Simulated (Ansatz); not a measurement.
# MoS2: the cost of one run

Program: Ansatz 0.2.0. Level of theory: DFT PBE+D3(BJ), scalar-relativistic, plane waves, PAW. These are calculated values, not measurements.

## 1. Starting point

It takes space group P-3m1 (No. 164, trigonal). Conventional cell: a = 3.161 Å, b = 3.161 Å, c = 29.160 Å, α = 90.00°, β = 90.00°, γ = 120.00°. Around S (site symmetry 3m) lie 3 Mo at 2.37 Å. Mo (site symmetry 3m) is surrounded by 6 S at 2.37 Å.

Coordinates:

```xyz
6
Lattice="3.1610 0.0000 0.0000 -1.5805 2.7375 0.0000 0.0000 0.0000 29.1598" Properties=species:S:1:pos:R:3 pbc="T T T"
S     0.0000    1.8250   10.0000
Mo    1.5805    0.9125   11.5061
S     0.0000    1.8250   13.0123
S     1.5805    0.9125   16.1475
Mo    0.0000    1.8250   17.6536
S     1.5805    0.9125   19.1598
```

Two layers cut from the bulk, bulk lattice in the plane.

## 2. Relaxing the atoms

File input.yaml:

```yaml
crystal:
  lattice:
    - [3.1610016, 0.0, 0.0]
    - [-1.5805008, 2.73750769, 0.0]
    - [0.0, 0.0, 29.1597748064]
  atoms:
    - { symbol: S, position: [0.33333333, 0.66666667, 0.3429381765] }
    - { symbol: Mo, position: [0.66666667, 0.33333333, 0.3945893795], spin: 1.0 }
    - { symbol: S, position: [0.33333333, 0.66666667, 0.4462405824] }
    - { symbol: S, position: [0.66666667, 0.33333333, 0.5537594176] }
    - { symbol: Mo, position: [0.33333333, 0.66666667, 0.6054106205], spin: 1.0 }
    - { symbol: S, position: [0.66666667, 0.33333333, 0.6570618235] }
basis:
  ecutwfc: 420.0
  fft_grid_basis: typed
kpoints:
  mp_grid: { grid: [9, 9, 1] }
hamiltonian:
  xc: pbe
  dispersion: d3bj
  pseudopotentials: { kind: paw }
scf:
  occupations: { method: gaussian, width: 0.05 }
output:
  forces: true
  eigenvalues: true
  populations: true
efield:
  axis: 3
  dipole_correction: true
  ramp_width: 0.04
magnetization:
  spin_polarized: true
relax:
  adjacent_minimum: "off"
  f_tol: 0.04
  max_steps: 40
```

Run with:

```bash
$ ansatz run input.yaml --threads 2 --pin off --max-ram 4423MiB --backend cpu --events-out ev --progress --plain --runs-dir out
```

**Question.** How long does this run take on 2 threads of AMD EPYC 9R45 (Zen 5), shared host, and how much memory does it need?

About 29 s, with a peak of 0.62 GiB.
